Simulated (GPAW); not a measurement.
Crystal: Co.

```xyz
2
Lattice="2.4720 0.0000 0.0000 -1.2360 2.1408 0.0000 0.0000 0.0000 4.0211" Properties=species:S:1:pos:R:3 pbc="T T T"
Co    1.2360    0.7136    3.0159
Co    0.0000    1.4272    1.0053
```

Base run:

* Program: GPAW 26.7.0
* Functional: PBE
* Potentials or basis: GPAW PAW data sets (gpaw-data 1.2.1)
* Cutoff: 600 eV
* Basis: pw
* k mesh: 9 × 9 × 5
* Occupations: fermi-dirac, width 0.05 eV
* Spin: collinear spin, ferromagnetic start
* Starting moments: [2.0, 2.0] μB

Its results: pressure 3.7 GPa; net moment 3.07 μB per cell; site moments Co +1.62 μB.

Q: The run is repeated on the same cell with these changes: functional from PBE to TASK. What comes out?

A: Pressure 7.0 GPa; net moment 3.74 μB per cell; site moments Co +2.03 μB.

Caveats: the PAW data sets were made with another functional, which shifts forces and pressure a little (some runs).

Not every run made on this cell is shown here.
